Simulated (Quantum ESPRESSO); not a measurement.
The system is SnTe.

```xyz
2
Lattice="0.0000 3.6111 3.6111 3.6111 0.0000 3.6111 3.6111 3.6111 0.0000" Properties=species:S:1:pos:R:3 pbc="T T T"
Te    1.8056    1.8056    1.8056
Sn    0.0000    0.0000    0.0000
```

Measurements of this composition are mostly on another form, of space group No. 225.

```yaml
Program: Quantum ESPRESSO 7.5
Task: phonons
Functional: PBE
Potentials_or_basis: JTH 2.0 PBE
Cutoff: 707 eV
Density_cutoff: 4245 eV
k_mesh: 6 × 6 × 6, shifted
Occupations: fermi-dirac, width 0.05 eV
Spin: no spin polarisation
Mixing_beta: 0.5
Most_SCF_iterations: 120
SCF_threshold: 4e-10 Ry
```

The cell and the atoms were relaxed first, to 46.69 Å³/atom (a = 5.092 Å, b = 5.092 Å, c = 5.092 Å, α = 60.00°, β = 60.00°, γ = 60.00°), and the response was taken there.

The first run showed a gap, so the response started from a second, tighter run with fixed occupations.

Task: Which optical modes does the crystal have at the zone centre, and which show in infrared and Raman spectra?

Result: The optical modes are T2. Infrared active: T2. Raman active: T2.

Optical modes at Γ, degenerate ones joined, polar ones without the macroscopic field:
| cm⁻¹ | components | symmetry | active in | IR intensity, summed ((D/Å)²/amu) |
| --- | --- | --- | --- | --- |
| 105 | 3 | T2 | IR and Raman | 5.35 |

Zone-centre frequencies without and with the macroscopic field along z (cm⁻¹):
```
                optical modes in rising order
       without                    105 105 105
with the field                    105 105 119
```

Born effective charge tensors (e):
atom 1, Te
```
-2.17  0.00  0.00
 0.00 -2.17  0.00
 0.00  0.00 -2.17
```
atom 2, Sn
```
2.19 0.00 0.00
0.00 2.19 0.00
0.00 0.00 2.19
```

Caveat: the mesh is thin for the dielectric tensor, Born charges and intensities, which usually come out too large; the gap on the mesh is small and may close between mesh points, in which case fixed occupations spoil the response.
